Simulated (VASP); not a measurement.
# CdF2 (Fm-3m) in VASP: a series of runs, part 2 of 2

VASP 6.6.1.

**3. Relaxation of cell and atoms, LDA**

File INCAR:

```
SYSTEM = CdF2
ALGO     = Normal         ! electronic algorithm
EDIFF    = 1E-6           ! SCF threshold, eV
EDIFFG   = -0.005         ! ionic threshold
ENCUT    = 600            ! plane-wave cutoff, eV
IBRION   = 2              ! ionic algorithm
ISIF     = 3              ! what is computed and relaxed
ISMEAR   = 0              ! smearing method
LASPH    = .True.         ! aspherical terms in the spheres
LCHARG   = .False.        ! write CHGCAR
LREAL    = .False.        ! projectors in reciprocal space
LWAVE    = .False.        ! write WAVECAR
NELM     = 60             ! most SCF steps
NSW      = 70             ! ionic steps
PREC     = Accurate       ! precision mode
SIGMA    = 0.02           ! smearing width, eV
```

File KPOINTS:

```
k-points
0
Gamma
  8 8 8
  0 0 0
```

File POSCAR:

```
CdF2
1.0
    0.0000000000      2.7222408727      2.7222408727
    2.7222408727      0.0000000000      2.7222408727
    2.7222408727      2.7222408727      0.0000000000
Cd F
1 2
Direct
    0.0000000000      0.0000000000      0.0000000000
    0.2500000000      0.2500000000      0.2500000000
    0.7500000000      0.7500000000      0.7500000000
```

Potentials or basis: VASP PAW LDA potentials, release 64 (Cd, F).

Command:

```
> cat potpaw_LDA.64/Cd/POTCAR potpaw_LDA.64/F/POTCAR > POTCAR
> mpirun -np 1 vasp_std > vasp.out
```

OUTCAR:

```text
SYSTEM = CdF2
   EDIFF = 1E-6
   EDIFFG = -0.005
   ENCUT = 600
   IBRION = 2
   ISIF = 3
   ISMEAR = 0
   LASPH = .True.
   LREAL = .False.
   NELM = 60
   NSW = 70
   PREC = Accurate

 ion  position               nearest neighbor table
   1  0.000  0.000  0.000-   3 2.36   3 2.36   3 2.36   2 2.36   2 2.36   2 2.36   3 2.36   2 2.36

   2  0.250  0.250  0.250-   1 2.36   1 2.36   1 2.36   1 2.36
   3  0.750  0.750  0.750-   1 2.36   1 2.36   1 2.36   1 2.36

  LATTYP: Found a face centered cubic cell.
 ALAT       =     5.4444817454

  Lattice vectors:

 A1 = (   0.0000000000,   2.7222408727,   2.7222408727)
 A2 = (   2.7222408727,   0.0000000000,   2.7222408727)
 A3 = (   2.7222408727,   2.7222408727,   0.0000000000)

Analysis of symmetry for initial positions (statically):
[... 259 lines left out ...]

  energy without entropy =      -12.74996044  energy(sigma->0) =      -12.74996044

 E-fermi :  -1.2201     XC(G=0): -11.3624

 val. band max:       -1.3169208595   @ k =  -0.2500   0.5000   0.2500
 cond. band min:       1.6342250949   @ k =   0.0000   0.0000   0.0000
 fundamental gap:      2.9511459544
 Fermi energy:        -1.2201047445

 k-point     1 :       0.0000    0.0000    0.0000
  band No.  band energies     occupation
      1     -22.0243      2.00000
      2     -20.7078      2.00000
      3      -7.1232      2.00000
      4      -7.1232      2.00000
      5      -7.1232      2.00000
      6      -5.6394      2.00000
[... 457 lines left out ...]
      4      -6.4610      2.00000
      5      -5.7717      2.00000
      6      -5.7072      2.00000
[... 9 lines left out ...]
     16      11.6390      0.00000
     17      12.5818      0.00000

 [... further k-points ...]

------------------------ aborting loop because EDIFF is reached ----------------------------------------

  FORCE on cell =-STRESS in cart. coord.  units (eV):
  Direction    XX          YY          ZZ          XY          YZ          ZX
  --------------------------------------------------------------------------------------
  -------------------------------------------------------------------------------------
  Total        0.0035181      0.0035181      0.0035181      0.0000000     -0.0000000     -0.0000000
  in kB        0.1505174      0.1505174      0.1505174      0.0000000     -0.0000000     -0.0000000
  external PRESSURE =       0.1505174 kB  Pullay stress =       0.0000000 kB
[... 18 lines left out ...]
  FREE ENERGIE OF THE ION-ELECTRON SYSTEM (eV)
  ---------------------------------------------------
  free  energy   TOTEN  =       -12.7499604400 eV

  energy  without entropy=      -12.7499604400  energy(sigma->0) =      -12.74996044

 reached required accuracy - stopping structural energy minimisation
```

OSZICAR:

```text
N       E                     dE             d eps       ncg     rms          rms(c)
[... 27 lines left out ...]
DAV:   1    -0.128990950593E+02   -0.15740E+00   -0.31879E+00   993   0.227E+01    0.298E+00
DAV:   2    -0.127615743977E+02    0.13752E+00   -0.51357E-01   996   0.718E+00    0.710E-01
DAV:   3    -0.127517505558E+02    0.98238E-02   -0.23961E-02   988   0.325E+00    0.767E-01
DAV:   4    -0.127503871782E+02    0.13634E-02   -0.35836E-03  1027   0.776E-01    0.512E-01
DAV:   5    -0.127500014741E+02    0.38570E-03   -0.77856E-04  1014   0.362E-01    0.448E-02
DAV:   6    -0.127499581590E+02    0.43315E-04   -0.15805E-04  1220   0.284E-01    0.116E-02
DAV:   7    -0.127499604097E+02   -0.22507E-05   -0.20586E-05  1014   0.517E-02    0.599E-03
DAV:   8    -0.127499604400E+02   -0.30248E-07   -0.17603E-06   623   0.214E-02
   3 F= -.12749960E+02 E0= -.12749960E+02  d E =-.771726E-01
```

CONTCAR:

```text
CdF2
   1.00000000000000
    -0.0000000000000000    2.6554140649596185    2.6554140649596185
     2.6554140649596185   -0.0000000000000000    2.6554140649596185
     2.6554140649596185    2.6554140649596185    0.0000000000000000
  Cd              F
     1     2
Direct
     0.0000000000000000    0.0000000000000000    0.0000000000000000
     0.2500000000000000    0.2500000000000000    0.2500000000000000
     0.7500000000000000    0.7500000000000000    0.7500000000000000

  0.00000000E+00  0.00000000E+00  0.00000000E+00
  0.00000000E+00  0.00000000E+00  0.00000000E+00
  0.00000000E+00  0.00000000E+00  0.00000000E+00
```

Wall time 20 s (1 thread of Intel Xeon 6975P-C (Granite Rapids), shared host); peak memory 0.17 GiB.

Results:

```yaml
Free_energy: -12.7500 eV
Relaxed_volume: 12.48 Å³/atom
Relaxed_cell: a = 3.755 Å, b = 3.755 Å, c = 3.755 Å, α = 60.00°, β = 60.00°, γ = 60.00°
Space_group_after_relaxing_to_0.05_Å: Fm-3m (No. 225)
Energy_gained_by_relaxing: 25.7 meV/atom
Ionic_steps: 3
Pressure_after_relaxing: 0.0 GPa
Band_gap_on_the_k_mesh: 2.95 eV, indirect (least direct gap 3.37 eV)
```

Step by step:
| step | energy change (eV) | largest force (eV/Å) | pressure (GPa) | volume (Å³) |
| --- | --- | --- | --- | --- |
| 1 | 0.0000 | 0.0000 | -7.91 | 40.35 |
| 2 | -0.0689 | 0.0000 | 3.18 | 36.59 |
| 3 | -0.0772 | 0.0000 | 0.02 | 37.45 |

Final structure:
```cif
data_structure
_symmetry_space_group_name_H-M 'P 1'
_symmetry_Int_Tables_number 1
_cell_length_a 3.7553
_cell_length_b 3.7553
_cell_length_c 3.7553
_cell_angle_alpha 60.000
_cell_angle_beta 60.000
_cell_angle_gamma 60.000
_cell_volume 37.45
loop_
_atom_site_label
_atom_site_type_symbol
_atom_site_fract_x
_atom_site_fract_y
_atom_site_fract_z
_atom_site_occupancy
Cd1 Cd 0.00000 0.00000 0.00000 1
F1 F 0.25000 0.25000 0.25000 1
F2 F 0.75000 0.75000 0.75000 1
```

Levels at points of the mesh, in eV from the valence-band top:
| k point | band 10 | band 11 | band 12 | band 13 | band 14 | band 15 | band 16 | band 17 |
| --- | --- | --- | --- | --- | --- | --- | --- | --- |
| (0.00, 0.00, 0.00) | -1.13 | -0.42 | -0.42 | -0.42 | 2.95 | 12.50 | 12.50 | 12.50 |
| (0.50, 0.00, 0.00) | -2.08 | -2.08 | -0.35 | -0.35 | 7.28 | 8.93 | 14.52 | 14.52 |
| (0.50, 0.50, 0.00) | -3.16 | -0.61 | -0.10 | -0.10 | 8.10 | 9.58 | 11.53 | 14.32 |

A k mesh can miss the band edges. Zero-point motion and thermal expansion aren't in these numbers.
